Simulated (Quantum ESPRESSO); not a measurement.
CsSnI3:

```
Cs I Sn
1.0
     6.20570    0.00000    0.00000
     0.00000    6.20570    0.00000
     0.00000    0.00000    6.20570
Cs I Sn
1 3 1
Direct
  0.00000 0.00000 0.00000
  0.50000 0.50000 0.00000
  0.50000 0.00000 0.50000
  0.00000 0.50000 0.50000
  0.50000 0.50000 0.50000
```

Base run:

* Program: Quantum ESPRESSO 7.5
* Functional: PBEsol
* Potentials or basis: GBRV 1.5 PBEsol
* Cutoff: 925 eV
* Density cutoff: 7401 eV
* k mesh: 5 × 5 × 5
* Occupations: fermi-dirac, width 0.05 eV
* Spin: no spin polarisation

Its results: pressure -0.7 GPa.

Problem. The run is repeated on the same cell with these changes: functional from PBEsol to LDA; potentials or basis from GBRV 1.5 PBEsol to GBRV 1.5 LDA. What comes out?

Solution. Pressure -1.6 GPa.

Caveats: the cell was measured hot, at 500 K.
